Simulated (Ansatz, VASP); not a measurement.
KF: VASP beside Ansatz

```xyz
2
Lattice="0.0000 2.5811 2.5811 2.5811 0.0000 2.5811 2.5811 2.5811 0.0000" Properties=species:S:1:pos:R:3 pbc="T T T"
K     0.0000    0.0000    0.0000
F     2.5811    2.5811    2.5811
```

Alike in both runs: functional LDA; k mesh 8 × 8 × 8; no spin polarisation.

Ansatz relaxed the structure, and its values are those at the end. VASP's run is a single point on that final structure, the one shown.

```csv
,VASP,Ansatz
version,VASP 6.6.1,Ansatz 0.2.0
potentials or method,"VASP PAW LDA potentials, release 64 (K_sv, F)","scalar-relativistic, plane waves, PAW"
plane-wave cutoff (eV),520,420
occupations,"gaussian, width 0.01 eV",fixed
valence electrons in the cell,16,16
```

Ansatz gave:

* gap on the k mesh at the Fermi level (eV): 6.37
* least direct gap on the mesh (eV): 6.37
* pressure (GPa): 0.0

Question: What did VASP give for the same quantities?

Answer: gap on the k mesh at the Fermi level (eV): 6.35; least direct gap on the mesh (eV): 6.35; pressure (GPa): 0.2.

A k mesh can miss the band edges.
